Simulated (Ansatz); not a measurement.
Relaxed LaAlO3 (R-3c-perovskite type, space group R-3c):

```yaml
crystal:
  lattice:
    - [2.70656, 1.56263, 4.39782]
    - [-2.70656, 1.56263, 4.39782]
    - [0.00000, -3.12526, 4.39782]
  atoms:
    - { symbol: La, position: [0.25000, 0.25000, 0.25000] }
    - { symbol: La, position: [0.75000, 0.75000, 0.75000] }
    - { symbol: Al, position: [0.00000, 0.00000, 0.00000] }
    - { symbol: Al, position: [0.50000, 0.50000, 0.50000] }
    - { symbol: O, position: [0.78890, 0.71110, 0.25000] }
    - { symbol: O, position: [0.25000, 0.78890, 0.71110] }
    - { symbol: O, position: [0.71110, 0.25000, 0.78890] }
    - { symbol: O, position: [0.21110, 0.28890, 0.75000] }
    - { symbol: O, position: [0.75000, 0.21110, 0.28890] }
    - { symbol: O, position: [0.28890, 0.75000, 0.21110] }
```

The atoms are displaced by Q × the pattern below (from a DFPT mode at Γ, largest move 1; Q in Å), at fixed cell.

```json
[
 {"atom": "Al3", "x": "0.000", "y": "0.000", "z": "-1.000"},
 {"atom": "Al4", "x": "0.000", "y": "0.000", "z": "1.000"},
 {"atom": "O5", "x": "0.107", "y": "0.000", "z": "0.000"},
 {"atom": "O6", "x": "-0.054", "y": "0.093", "z": "0.000"},
 {"atom": "O7", "x": "-0.054", "y": "-0.093", "z": "0.000"},
 {"atom": "O8", "x": "0.107", "y": "0.000", "z": "0.000"},
 {"atom": "O9", "x": "-0.054", "y": "0.093", "z": "0.000"},
 {"atom": "O10", "x": "-0.054", "y": "-0.093", "z": "0.000"}
]
```

Atoms not listed stay in place.

Method: PBE (plane waves to 420 eV, PAW, scalar-relativistic; Ansatz, a program for electronic structure). k mesh 8×8×8 (Γ-centred), Fermi-Dirac smearing 0.05 eV. E stands for the smeared free energy. LaAlO3 is run without spin polarisation. LaAlO3 was relaxed with its symmetry unable to fall. The zero of ΔE is the undisplaced structure.

```csv
Q (Å),ΔE (eV/cell)
-0.100,0.2235
-0.067,0.0994
-0.033,0.0249
0.000,0.0000
0.033,0.0249
0.067,0.0994
0.100,0.2235
```

Question: Which DFPT wavenumber at Γ belongs to this mode?
(A) 286 cm⁻¹
(B) 32 cm⁻¹
(C) 726 cm⁻¹
(D) 470 cm⁻¹

Answer: D, 470 cm⁻¹. The curvature of the scan gives 470 cm⁻¹

(A displaced cell: forces are minus the slopes of the energy, force constants its curvatures, and phonons follow from these.)
